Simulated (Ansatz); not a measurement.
Crystal: Sb, fcc type, 1 atom in the cell.

These are results of PBE, plane waves, PAW datasets (generated soft set 1) (Ansatz 0.2.0 development build), not measurements.

Cutoff 420 eV; k-mesh 39×39×39 Γ-centred; Fermi–Dirac smearing of 0.0612 eV; no spin polarisation; no spin–orbit coupling.

Q: What equilibrium volume, lattice constant and bulk modulus does this give?

A: V₀ = 27.483 Å³/atom (a₀ = 4.790 Å), B₀ = 58.6 GPa, B₀′ = 4.58. The points behind the fit:

```tsv
V (Å³/atom)	a (Å)	E − E(min) (meV/atom)	P (GPa)
25.844	4.6932	20.05	4.15
26.394	4.7263	8.52	2.60
26.943	4.7589	2.01	1.22
27.493	4.7910	0.00	-0.02
28.043	4.8228	2.01	-1.13
28.593	4.8541	7.61	-2.12
29.143	4.8850	16.43	-3.00
```

The published all-electron PBE values for this crystal (mean of FLEUR and WIEN2k, k-spacing 0.06 Å⁻¹; Bosoni et al., Nat. Rev. Phys. 6, 45 (2024)) are V₀ = 27.490 Å³/atom, B₀ = 58.6 GPa, B₀′ = 4.58.

The stress includes the program's correction for the finite plane-wave basis.

This cubic structure is a model: it isn't the usual form of the substance at ambient conditions, and such phases are metastable or hypothetical.
